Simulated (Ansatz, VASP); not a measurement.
**TiPt3: VASP beside Ansatz**

```
Pt Ti
1.0
     3.84433    0.00000    0.00000
     0.00000    3.84433    0.00000
     0.00000    0.00000    3.84433
Pt Ti
3 1
Direct
  0.50000 0.50000 0.00000
  0.50000 0.00000 0.50000
  0.00000 0.50000 0.50000
  0.00000 0.00000 0.00000
```

Change from the starting cell: volume scaled by 0.96.

Alike in both runs: task single point; functional LDA; k mesh 7 × 7 × 7; occupations fermi-dirac, width 0.05 eV; no spin polarisation.

```csv
,VASP,Ansatz
version,VASP 6.6.1,Ansatz 0.2.0
potentials or method,"VASP PAW LDA potentials, release 64 (Pt, Ti_sv), cutoff 520 eV","all-electron LAPW, scalar-relativistic"
```

|  | VASP | Ansatz | Ansatz less VASP |
| --- | --- | --- | --- |
| gap on the k mesh at the Fermi level (eV) | none | none | - |
| pressure (GPa) | 7.5 | 6.7 | -0.82 |

A gap of «none» marks a metal or a gap that the smearing closes. Ansatz ran all-electron here, so the differences hold the error of VASP's frozen core and of both bases.

Spin-orbit coupling is left out, which matters for the levels of Pt.
